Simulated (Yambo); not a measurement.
# LiF (Griceite) (Fm-3m) in Yambo: further runs

One crystal, LiF (Griceite), is run at these levels: PBEsol; tasks: optical spectrum.

Program: Yambo 5.3.0. These are calculated values, not measurements. Logs are shortened: lines on timing, memory, paths and dates and some standing lists are left out, and cuts for length are marked.

## Step 1: Starting point

Symmetry: Fm-3m, No. 225, cubic system. The conventional cell has a = 4.028 Å, b = 4.028 Å, c = 4.028 Å, α = 90.00°, β = 90.00°, γ = 90.00°. F (site symmetry m-3m) has 6 Li at 2.01 Å as nearest neighbours. Li (site symmetry m-3m) has 6 F at 2.01 Å as nearest neighbours.

## Step 2: Optical spectrum, PBEsol

File optics2.in:

```
optics
chi
tddft
Chimod= "ALDA"
% BndsRnXd
 1 | 20 |
%
NGsBlkXd= 1 Ry
% LongDrXd
 1 | 1 | 0 |
%
% QpntsRXd
 1 | 1 |
%
% EnRngeXd
 0 | 10 | eV
%
% DmRngeXd
 0.05 | 0.05 | eV
%
ETStpsXd= 300
FxcGRLc= 1 Ry
VXCRLvcs= 1 Ry
```

File scf.in:

```
&CONTROL
  calculation = 'scf'
  prefix = 'pwscf'
  outdir = './tmp'
  pseudo_dir = './pseudo'
/
&SYSTEM
  ibrav = 0
  A = 2.84822611
  nat = 2
  ntyp = 2
  ecutwfc = 84
  nbnd = 10
  occupations = 'smearing'
  smearing = 'fd'
  degauss = 0.00367493
  force_symmorphic = .true.
/
&ELECTRONS
  conv_thr = 4d-10
  electron_maxstep = 120
  mixing_beta = 0.5
/
ATOMIC_SPECIES
F     18.9984 F.upf
Li     6.9400 Li.upf
CELL_PARAMETERS alat
   0.0000000000    0.7071067823    0.7071067823
   0.7071067823    0.0000000000    0.7071067823
   0.7071067823    0.7071067823    0.0000000000
ATOMIC_POSITIONS alat
F      0.7071067823    0.7071067823    0.7071067823
Li     0.0000000000    0.0000000000    0.0000000000
K_POINTS automatic
18 18 18 0 0 0
```

File nscf.in:

```
&CONTROL
  calculation = 'nscf'
  prefix = 'pwscf'
  outdir = './tmp'
  pseudo_dir = './pseudo'
/
&SYSTEM
  ibrav = 0
  A = 2.84822611
  nat = 2
  ntyp = 2
  ecutwfc = 84
  nbnd = 30
  occupations = 'fixed'
  force_symmorphic = .true.
/
&ELECTRONS
  conv_thr = 1d-08
  diago_full_acc = .true.
  diago_thr_init = 1d-06
/
ATOMIC_SPECIES
F     18.9984 F.upf
Li     6.9400 Li.upf
CELL_PARAMETERS alat
   0.0000000000    0.7071067823    0.7071067823
   0.7071067823    0.0000000000    0.7071067823
   0.7071067823    0.7071067823    0.0000000000
ATOMIC_POSITIONS alat
F      0.7071067823    0.7071067823    0.7071067823
Li     0.0000000000    0.0000000000    0.0000000000
K_POINTS automatic
18 18 18 0 0 0
```

Potentials or basis: PseudoDojo 0.4.1 SR PBEsol standard.

Launch:

```bash
$ OMP_NUM_THREADS=1 pw.x -in scf.in > scf.out
$ OMP_NUM_THREADS=1 pw.x -in nscf.in > nscf.out
$ cd tmp/pwscf.save; p2y; mv SAVE ../..; cd ../..
$ OMP_NUM_THREADS=1 yambo
$ OMP_NUM_THREADS=1 yambo -F optics2.in -J optics2 -C optics2_out
```

Yambo's report:

```text
[... sections 02.01 to 02.04 as in the set-up run ...]

  [02.05] Energies & Occupations
  ==============================

  [X] === General ===
  [X] Electronic Temperature                        :  0.000000  0.000000 [eV K]
  [X] Bosonic    Temperature                        :  0.000000  0.000000 [eV K]
  [X] Finite Temperature mode                       : no
  [X] El. density                                   :  0.61206E+24 [cm-3]
  [X] Fermi Level                                   :  0.818241 [eV]

  [X] === Gaps and Widths ===
  [X] Conduction Band Min                           :  8.941715 [eV]
  [X] Valence Band Max                              :  0.000000 [eV]
  [X] Filled Bands                                  :   5
  [X] Empty Bands                                   :   6  30
  [X] Direct Gap                                    :  8.942786 [eV]
  [X] Direct Gap localized at k                     :  1
  [X] Indirect Gap                                  :  8.941715 [eV]
  [X] Indirect Gap between kpts                     :  27   1
  [X] Last valence band width                       :  1.006976 [eV]
  [X] 1st conduction band width                     :  5.861686 [eV]

 [03] Transferred momenta grid and indexing
 ==========================================

 IBZ Q-points                                      :  195
 BZ  Q-points                                      :   5832

 K/Q-points units:
 rlu = crystal or reduced units; cc = cartesian coordinates; iku = interal k-units

 Q [  1]        [rlu]:  0.000000  0.000000  0.000000
 Q [  2]        [rlu]: -0.37495E-17 -0.37495E-17  0.55556E-01
 Q [  3]        [rlu]:  0.13318E-16 -0.56002E-18  0.11111
 Q [  4]        [rlu]:  0.96337E-18  0.96337E-18  0.16667
 Q [  5]        [rlu]: -0.14998E-16 -0.14998E-16  0.22222
 Q [  6]        [rlu]:  0.43504E-16  0.43504E-16  0.27778
[... 42 lines left out ...]
 Q [ 49]        [rlu]:  0.19267E-17  0.16667      0.50000
 Q [ 50]        [rlu]: -0.12601E-16  0.16667     -0.44444

 Remaining 145 points informations can be written running with -fatlog

 [WARNING] [Xd] User bands 1-20 break level degeneracy

 [04] Dipoles
 ============

  [04.01] Setup: observables and procedures
  =========================================

  [WF-Oscillators/G space/Transverse up loader] Normalization (few states)  min/max  :  0.28996E-16   1.0000

  [WR./optics2//ndb.dipoles]------------------------------------------------------
   Brillouin Zone Q/K grids (IBZ/BZ)                :    195   5832    195   5832
   RL vectors                                       :  1989 [WF]
   Fragmentation                                    : yes
   Electronic Temperature                           :  0.000000 [K]
   Bosonic    Temperature                           :  0.000000 [K]
   DIP band range                                   :   1  20
   DIP band range limits                            :   5   6
   DIP e/h energy range                             : -1.000000 -1.000000 [eV]
   RL vectors in the sum                            :  1989
   [r,Vnl] included                                 : yes
   Bands ordered                                    : yes
   Direct v evaluation                              : no
   Approach used                                    : G-space v
   Dipoles computed                                 : R V P [G-space]
   Wavefunctions                                    : Perdew, Burke & Ernzerhof SOL(X)+Perdew, Burke & Ernzerhof SOL(C)

  [WARNING] [r,Vnl^pseudo] included in position and velocity dipoles.

  [WARNING] In case H contains other non local terms, these are neglected

 [05] Optics
 ===========

 [xc] Functional : Perdew, Burke & Ernzerhof SOL(X)+Perdew, Burke & Ernzerhof SOL(C)
 [xc] LIBXC used to calculate xc functional
  PP Number of Atomic Species                      :  2
  NLCC RL compoments                               :  11575
 [X-CG] R(p) Tot o/o(of R):    13211   437400      100
```

Wall time 59 s (1 thread of Arm Neoverse V2, shared host); peak memory 0.65 GiB.

Results:

* Band gap on the k mesh, mean-field level: 8.94 eV, direct
* Absorption peak: 9.97 eV
* Electronic dielectric constant along the field: 2.05
* Electronic dielectric constant along the field, independent particles: 2.07

Dielectric function (along the field direction of the input):
```
energy (eV)  real part  imaginary part
       0.27       2.05            0.00
       0.60       2.05            0.00
       0.94       2.05            0.00
       1.27       2.06            0.00
       1.61       2.06            0.00
       1.94       2.07            0.00
       2.27       2.08            0.00
       2.61       2.08            0.00
       2.94       2.09            0.00
       3.28       2.10            0.00
       3.61       2.12            0.00
       3.95       2.13            0.00
       4.28       2.15            0.00
       4.62       2.17            0.00
       4.95       2.19            0.01
       5.28       2.21            0.01
       5.62       2.24            0.01
       5.95       2.27            0.01
       6.29       2.31            0.01
       6.62       2.35            0.01
       6.96       2.39            0.01
       7.29       2.45            0.01
       7.63       2.52            0.01
       7.96       2.60            0.02
       8.29       2.72            0.02
       8.63       2.88            0.03
       8.96       3.20            0.13
       9.30       3.39            0.55
       9.63       3.25            0.79
      10.00       3.22            1.00
```

Caveat: the LDA kernel is used on GGA states, which is inconsistent by a few percent; these spectra lack excitons. A k mesh can miss the band edges.

## Step 3: Optical spectrum, PBEsol

File optics4.in:

```
optics
chi
Chimod= "HARTREE"
% BndsRnXd
 1 | 20 |
%
NGsBlkXd= 1 Ry
% LongDrXd
 0 | 1 | 0 |
%
% QpntsRXd
 1 | 1 |
%
% EnRngeXd
 0 | 15 | eV
%
% DmRngeXd
 0.3 | 0.3 | eV
%
ETStpsXd= 200
```

scf.in is that of step 2.

nscf.in is that of step 2.

Potentials or basis: PseudoDojo 0.4.1 SR PBEsol standard.

Launch:

```bash
$ OMP_NUM_THREADS=1 pw.x -in scf.in > scf.out
$ OMP_NUM_THREADS=1 pw.x -in nscf.in > nscf.out
$ cd tmp/pwscf.save; p2y; mv SAVE ../..; cd ../..
$ OMP_NUM_THREADS=1 yambo
$ OMP_NUM_THREADS=1 yambo -F optics4.in -J optics4 -C optics4_out
```

Yambo's report:

```text
[... sections 02.01 to 02.04 as in the set-up run ...]

  [02.05] Energies & Occupations
  ==============================

  [X] === General ===
  [X] Electronic Temperature                        :  0.000000  0.000000 [eV K]
  [X] Bosonic    Temperature                        :  0.000000  0.000000 [eV K]
  [X] Finite Temperature mode                       : no
  [X] El. density                                   :  0.61206E+24 [cm-3]
  [X] Fermi Level                                   :  0.818241 [eV]

  [X] === Gaps and Widths ===
  [X] Conduction Band Min                           :  8.941715 [eV]
  [X] Valence Band Max                              :  0.000000 [eV]
  [X] Filled Bands                                  :   5
  [X] Empty Bands                                   :   6  30
  [X] Direct Gap                                    :  8.942786 [eV]
  [X] Direct Gap localized at k                     :  1
  [X] Indirect Gap                                  :  8.941715 [eV]
  [X] Indirect Gap between kpts                     :  27   1
  [X] Last valence band width                       :  1.006976 [eV]
  [X] 1st conduction band width                     :  5.861686 [eV]

 [03] Transferred momenta grid and indexing
 ==========================================

 IBZ Q-points                                      :  195
 BZ  Q-points                                      :   5832

 K/Q-points units:
 rlu = crystal or reduced units; cc = cartesian coordinates; iku = interal k-units

 Q [  1]        [rlu]:  0.000000  0.000000  0.000000
 Q [  2]        [rlu]: -0.37495E-17 -0.37495E-17  0.55556E-01
 Q [  3]        [rlu]:  0.13318E-16 -0.56002E-18  0.11111
 Q [  4]        [rlu]:  0.96337E-18  0.96337E-18  0.16667
 Q [  5]        [rlu]: -0.14998E-16 -0.14998E-16  0.22222
 Q [  6]        [rlu]:  0.43504E-16  0.43504E-16  0.27778
[... 42 lines left out ...]
 Q [ 49]        [rlu]:  0.19267E-17  0.16667      0.50000
 Q [ 50]        [rlu]: -0.12601E-16  0.16667     -0.44444

 Remaining 145 points informations can be written running with -fatlog

 [WARNING] [Xd] User bands 1-20 break level degeneracy

 [04] Dipoles
 ============

  [04.01] Setup: observables and procedures
  =========================================

  [WF-Oscillators/G space/Transverse up loader] Normalization (few states)  min/max  :  0.28996E-16   1.0000

  [WR./optics4//ndb.dipoles]------------------------------------------------------
   Brillouin Zone Q/K grids (IBZ/BZ)                :    195   5832    195   5832
   RL vectors                                       :  1989 [WF]
   Fragmentation                                    : yes
   Electronic Temperature                           :  0.000000 [K]
   Bosonic    Temperature                           :  0.000000 [K]
   DIP band range                                   :   1  20
   DIP band range limits                            :   5   6
   DIP e/h energy range                             : -1.000000 -1.000000 [eV]
   RL vectors in the sum                            :  1989
   [r,Vnl] included                                 : yes
   Bands ordered                                    : yes
   Direct v evaluation                              : no
   Approach used                                    : G-space v
   Dipoles computed                                 : R V P [G-space]
   Wavefunctions                                    : Perdew, Burke & Ernzerhof SOL(X)+Perdew, Burke & Ernzerhof SOL(C)

  [WARNING] [r,Vnl^pseudo] included in position and velocity dipoles.

  [WARNING] In case H contains other non local terms, these are neglected

 [05] Optics
 ===========

 [X-CG] R(p) Tot o/o(of R):    13211   437400      100
```

Run time: 58 s. Hardware: 1 thread of Arm Neoverse V2, shared host; peak memory 0.64 GiB.

Results:

- Band gap on the k mesh, mean-field level: 8.94 eV, direct
- Absorption peak: 11.23 eV
- Electronic dielectric constant along the field: 2.02
- Electronic dielectric constant along the field, independent particles: 2.07

Dielectric function (along the field direction of the input):
```
energy (eV)  real part  imaginary part
       0.30       2.02            0.02
       1.06       2.02            0.02
       1.81       2.03            0.02
       2.56       2.05            0.02
       3.39       2.08            0.02
       4.15       2.11            0.03
       4.90       2.15            0.03
       5.65       2.20            0.04
       6.48       2.29            0.05
       7.24       2.40            0.06
       7.99       2.56            0.09
       8.74       2.85            0.21
       9.57       3.08            0.70
      10.33       3.14            1.23
      11.08       2.59            2.12
      11.83       1.67            1.92
      12.66       1.30            1.49
      13.42       1.21            1.17
      14.17       1.27            0.90
      15.00       1.53            0.65
```

Caveat: these spectra lack excitons.

## Step 4: Optical spectrum, PBEsol

File optics5.in:

```
optics
chi
tddft
Chimod= "LRC"
% BndsRnXd
 1 | 20 |
%
NGsBlkXd= 3 Ry
% LongDrXd
 1 | 1 | 0 |
%
% QpntsRXd
 1 | 1 |
%
% EnRngeXd
 0 | 30 | eV
%
% DmRngeXd
 0.2 | 0.2 | eV
%
ETStpsXd= 200
LRC_alpha= -0.5
```

scf.in is that of step 3.

nscf.in is that of step 3.

Potentials or basis: PseudoDojo 0.4.1 SR PBEsol standard.

Launch:

```bash
$ OMP_NUM_THREADS=1 pw.x -in scf.in > scf.out
$ OMP_NUM_THREADS=1 pw.x -in nscf.in > nscf.out
$ cd tmp/pwscf.save; p2y; mv SAVE ../..; cd ../..
$ OMP_NUM_THREADS=1 yambo
$ OMP_NUM_THREADS=1 yambo -F optics5.in -J optics5 -C optics5_out
```

Yambo's report:

```text
[... sections 02.01 to 02.04 as in the set-up run ...]

  [02.05] Energies & Occupations
  ==============================

  [X] === General ===
  [X] Electronic Temperature                        :  0.000000  0.000000 [eV K]
  [X] Bosonic    Temperature                        :  0.000000  0.000000 [eV K]
  [X] Finite Temperature mode                       : no
  [X] El. density                                   :  0.61206E+24 [cm-3]
  [X] Fermi Level                                   :  0.818241 [eV]

  [X] === Gaps and Widths ===
  [X] Conduction Band Min                           :  8.941715 [eV]
  [X] Valence Band Max                              :  0.000000 [eV]
  [X] Filled Bands                                  :   5
  [X] Empty Bands                                   :   6  30
  [X] Direct Gap                                    :  8.942786 [eV]
  [X] Direct Gap localized at k                     :  1
  [X] Indirect Gap                                  :  8.941715 [eV]
  [X] Indirect Gap between kpts                     :  27   1
  [X] Last valence band width                       :  1.006976 [eV]
  [X] 1st conduction band width                     :  5.861686 [eV]

 [03] Transferred momenta grid and indexing
 ==========================================

 IBZ Q-points                                      :  195
 BZ  Q-points                                      :   5832

 K/Q-points units:
 rlu = crystal or reduced units; cc = cartesian coordinates; iku = interal k-units

 Q [  1]        [rlu]:  0.000000  0.000000  0.000000
 Q [  2]        [rlu]: -0.37495E-17 -0.37495E-17  0.55556E-01
 Q [  3]        [rlu]:  0.13318E-16 -0.56002E-18  0.11111
 Q [  4]        [rlu]:  0.96337E-18  0.96337E-18  0.16667
 Q [  5]        [rlu]: -0.14998E-16 -0.14998E-16  0.22222
 Q [  6]        [rlu]:  0.43504E-16  0.43504E-16  0.27778
[... 42 lines left out ...]
 Q [ 49]        [rlu]:  0.19267E-17  0.16667      0.50000
 Q [ 50]        [rlu]: -0.12601E-16  0.16667     -0.44444

 Remaining 145 points informations can be written running with -fatlog

 [WARNING] [Xd] User bands 1-20 break level degeneracy

 [04] Dipoles
 ============

  [04.01] Setup: observables and procedures
  =========================================

  [WF-Oscillators/G space/Transverse up loader] Normalization (few states)  min/max  :  0.28996E-16   1.0000

  [WR./optics5//ndb.dipoles]------------------------------------------------------
   Brillouin Zone Q/K grids (IBZ/BZ)                :    195   5832    195   5832
   RL vectors                                       :  1989 [WF]
   Fragmentation                                    : yes
   Electronic Temperature                           :  0.000000 [K]
   Bosonic    Temperature                           :  0.000000 [K]
   DIP band range                                   :   1  20
   DIP band range limits                            :   5   6
   DIP e/h energy range                             : -1.000000 -1.000000 [eV]
   RL vectors in the sum                            :  1989
   [r,Vnl] included                                 : yes
   Bands ordered                                    : yes
   Direct v evaluation                              : no
   Approach used                                    : G-space v
   Dipoles computed                                 : R V P [G-space]
   Wavefunctions                                    : Perdew, Burke & Ernzerhof SOL(X)+Perdew, Burke & Ernzerhof SOL(C)

  [WARNING] [r,Vnl^pseudo] included in position and velocity dipoles.

  [WARNING] In case H contains other non local terms, these are neglected

 [05] Optics
 ===========

 [X-CG] R(p) Tot o/o(of R):    13211   437400      100
```

o-optics5.eel_q1_inv_LRC_dyson:

```text
# Electron Energy Loss @ Q(1):  0.707106781     0.707106781      0.00000000    [q->0 direction]
#
# [ X ] Hartree size                              :  27
# [GEN] GF Energies                               : Perdew, Burke & Ernzerhof SOL(X)+Perdew, Burke & Ernzerhof SOL(C)
# [GEN] Green`s Function                          : T-ordered
#
# [GEN] Gauge                                     : Length
# [GEN] [r,Vnl] included                          : yes
#
#    E[1] [eV]          Im(eel)            Re(eel)            Im(eel_o)          Re(eel_o)
#
        0.000000           0.003198          -0.489470           0.003143          -0.482502
        0.150754           0.003199          -0.489443           0.003144          -0.482477
        0.301508           0.003202          -0.489363           0.003146          -0.482401
        0.452261           0.003206          -0.489230           0.003151          -0.482273
        0.603015           0.003213          -0.489044           0.003157          -0.482095
        0.753769           0.003221          -0.488804           0.003164          -0.481866
[... 192 lines left out ...]
        29.84925           0.421298          -1.149614           0.477217          -1.152785
        30.00000           0.405547          -1.136050           0.459925          -1.137066
#
```

It took 60 s on 1 thread of Arm Neoverse V2, shared host; peak memory 0.65 GiB.

What came out:

```
Band gap on the k mesh, mean-field level                              : 8.94 eV, direct
Absorption peak                                                       : 21.56 eV
Electronic dielectric constant along the field                        : 2.04
Electronic dielectric constant along the field, independent particles : 2.07
Peak of the energy-loss function                                      : 23.2 eV
```

Dielectric function (along the field direction of the input):
| energy (eV) | real part | imaginary part |
| --- | --- | --- |
| 0.30 | 2.04 | 0.01 |
| 1.21 | 2.05 | 0.01 |
| 2.26 | 2.07 | 0.01 |
| 3.32 | 2.10 | 0.02 |
| 4.37 | 2.15 | 0.02 |
| 5.43 | 2.22 | 0.02 |
| 6.48 | 2.33 | 0.03 |
| 7.39 | 2.48 | 0.05 |
| 8.44 | 2.81 | 0.11 |
| 9.50 | 3.28 | 0.72 |
| 10.55 | 3.41 | 1.65 |
| 11.61 | 1.74 | 2.32 |
| 12.66 | 1.09 | 1.60 |
| 13.57 | 1.04 | 1.11 |
| 14.62 | 1.30 | 0.71 |
| 15.68 | 1.90 | 0.68 |
| 16.73 | 2.26 | 1.67 |
| 17.79 | 1.25 | 0.93 |
| 18.84 | 1.86 | 1.23 |
| 19.90 | 1.15 | 2.15 |

Energy-loss function:
```csv
energy (eV),loss
0.0,0.003
1.4,0.003
2.6,0.003
3.9,0.004
5.3,0.005
6.5,0.006
7.8,0.009
9.2,0.046
10.4,0.110
11.8,0.302
13.1,0.418
14.3,0.423
15.7,0.167
16.9,0.270
18.2,0.258
19.6,0.300
20.8,0.389
22.2,0.501
23.5,2.452
24.7,1.062
26.1,0.777
27.4,0.537
28.6,0.449
30.0,0.406
```

Caveat: the long-range kernel's strength is typed, not fitted to the crystal's screening; independent-particle spectra lack excitons.

(Part 1 of 2 ends here.)
